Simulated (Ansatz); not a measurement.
**Molecular dynamics of C$_{3}$H$_{4}$N$_{2}$**

Input:

```yaml
crystal:
  periodic: [false, false, false]
  atoms:
    - { symbol: C, position_ang: [0.017918, 1.150288, -0.481788] }
    - { symbol: C, position_ang: [0.729819, 6.3e-05, -0.721604] }
    - { symbol: "N", position_ang: [0.219528, -0.948601, 0.17431] }
    - { symbol: C, position_ang: [-0.781097, -0.314166, 0.912461] }
    - { symbol: "N", position_ang: [-0.945849, 0.977673, 0.549155] }
    - { symbol: H, position_ang: [0.127643, 2.113439, -0.984478] }
    - { symbol: H, position_ang: [1.531084, -0.245689, -1.419833] }
    - { symbol: H, position_ang: [0.532445, -1.936326, 0.266141] }
    - { symbol: H, position_ang: [-1.343091, -0.84298, 1.688437] }
magnetization:
  spin_polarized: true
basis:
  gaussian: { orbitals: STO-3G }
hamiltonian:
  xc: pbe0
  dispersion: d4
md:
  timestep: 0.5
  n_steps: 314
  ensemble: nve
  temperature: 2000.0
  initial_velocities: maxwell_boltzmann
  seed: 471113
```

Launched with:

```bash
$ ansatz run input.yaml --threads 1 --pin off --max-ram 2048MiB --backend cpu --events-out ev --progress --plain --runs-dir out
```

It starts from a relaxed structure.

Output, in part (step lines, the closing report, with atoms numbered from 0):

```
md step     0: t =     0.00 fs  T =  2000.0 K  F+E_penalty+E_count = -6071.45073762 eV  E_kin = 1.809640 eV  conserved = -6069.64109764 eV  (27 SCF iters)
[... lines left out ...]
Total energy: -6070.48858518 eV, -223.0863407805 hartree
Atom 0 at     0.015710     1.130301    -0.447895 Å, force     1.451351     1.521540    -2.118989 eV/Å
Atom 1 at     0.729992     0.017572    -0.768002 Å, force    -0.471777    -2.192576     2.070683 eV/Å
Atom 2 at     0.267682    -0.978983     0.177929 Å, force    -1.762286     0.530183     0.621596 eV/Å
Atom 3 at    -0.804425    -0.354902     0.965750 Å, force     0.897372     3.295486    -2.594613 eV/Å
Atom 4 at    -0.977887     1.041735     0.511060 Å, force     0.208493    -4.444738     2.729240 eV/Å
Atom 5 at     0.325539     2.042469    -0.981425 Å, force    -0.901215     0.335727     0.455546 eV/Å
Atom 6 at     1.657315    -0.111759    -1.335179 Å, force    -0.351435    -0.201169    -0.198790 eV/Å
Atom 7 at     0.257340    -2.031531    -0.029726 Å, force     0.329636     1.150999     0.445611 eV/Å
Atom 8 at    -1.313835    -0.763825     1.889700 Å, force     0.599860     0.004548    -1.410283 eV/Å
Dipole moment:     0.284612    -0.635224    -0.128794 e Å
```

The steps, from the saved trajectory:

```tsv
time (fs)	T (K)	potential energy less start (eV)	conserved less start (meV/atom)
0	2000	0.000	0.00
5	681	1.200	0.65
10	1071	0.844	0.40
15	1045	0.867	0.40
20	891	1.009	0.64
25	1345	0.596	0.35
30	875	1.025	0.77
35	1153	0.771	0.55
40	645	1.235	1.01
45	1237	0.699	0.86
50	661	1.221	1.04
55	825	1.073	1.13
60	1143	0.783	0.78
65	479	1.386	1.04
70	1184	0.744	0.66
75	1065	0.853	0.71
80	987	0.924	0.73
85	981	0.927	0.50
90	795	1.096	0.71
95	1226	0.703	0.26
100	1193	0.733	0.34
105	1566	0.395	0.22
110	559	1.308	0.46
115	1014	0.898	0.63
120	1235	0.695	0.35
125	726	1.162	1.05
130	1326	0.616	0.69
135	452	1.410	1.05
140	893	1.011	1.03
145	1091	0.830	0.83
150	871	1.031	1.05
155	869	1.032	0.94
```

All steps were run. The conserved energy stayed within 1.4 meV per atom of its start (net change 0.35 meV per atom), so the integration is sound. Over the second half the temperature averaged 0.50 of the 2000 K drawn at the start: a run that starts near a minimum puts about half its kinetic energy into the potential. A run of 0.16 ps of so small a system gives no equilibrium averages. Limits of this set-up: minimal basis.

The same pairs are bonded in the first frame and the last. Pairs count as bonded within 1.25 times the sum of covalent radii (0.12 Å more for H–H).

Last frame:

```xyz
9
Properties=species:S:1:pos:R:3
C 0.016 1.130 -0.448
C 0.730 0.018 -0.768
N 0.268 -0.979 0.178
C -0.804 -0.355 0.966
N -0.978 1.042 0.511
H 0.326 2.042 -0.981
H 1.657 -0.112 -1.335
H 0.257 -2.031 -0.030
H -1.314 -0.764 1.890
```

The run took 11 min on 1 thread of Arm Neoverse V2, on a shared host, peak memory 0.11 GiB.
